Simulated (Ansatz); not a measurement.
## HfO$_{2}$: the gap under pressure

HfO$_{2}$, P4_2/mnm, a = 4.880 Å, c = 3.238 Å. This isn't the usual stable structure of the compound. Ansatz: PBE, PAW, 420 eV, Γ-centred 6×6×8 mesh on 6 atoms, Gaussian smearing 0.02 eV; no spin polarisation. Cell and atoms are relaxed at each pressure, and no other structure is tried, so the rows at high pressure may lie past a change of phase. The gap is sought over the whole zone. The pressures are the targets, met within 0.02 GPa.

| P (GPa) | gap y (eV) |
| --- | --- |
| -1.0 | ? |
| 0.0 | 3.902 |
| 1.0 | 3.917 |
| 4.0 | 3.962 |
| 12.0 | 4.075 |
| 25.0 | 4.253 |
| 50.0 | 4.550 |
| 90.0 | 4.635 |

**Question.** Fit y = E0 + αP + βP² to the other rows and predict the missing gap.

**Answer.** Least squares on the rows shown. y = 3.8909 + 0.018084 P − 0.00010834 P². So α = 18.1 meV/GPa, but the rows at 0 and 1 GPa alone give 15 meV/GPa, so the parabola doesn't give the slope at zero pressure. With a term in P³ added, the coefficient of P becomes 0.01382, 24 % less, which shows how far this figure hangs on the form. At P = -1.0 the fit asked for gives 3.873 eV. The run gave 3.887 eV, so the fit is 0.014 eV too low, within the rms miss on the fitted rows (0.016 eV): the form describes this series only roughly. The parabola turns at P = 83.5, between the two outer rows, which can neither show nor exclude a turn there.

Spin-orbit coupling is left out, which matters for the bands of heavy elements. Semilocal functionals give gaps under the measured ones; changes of the gap mostly carry over better.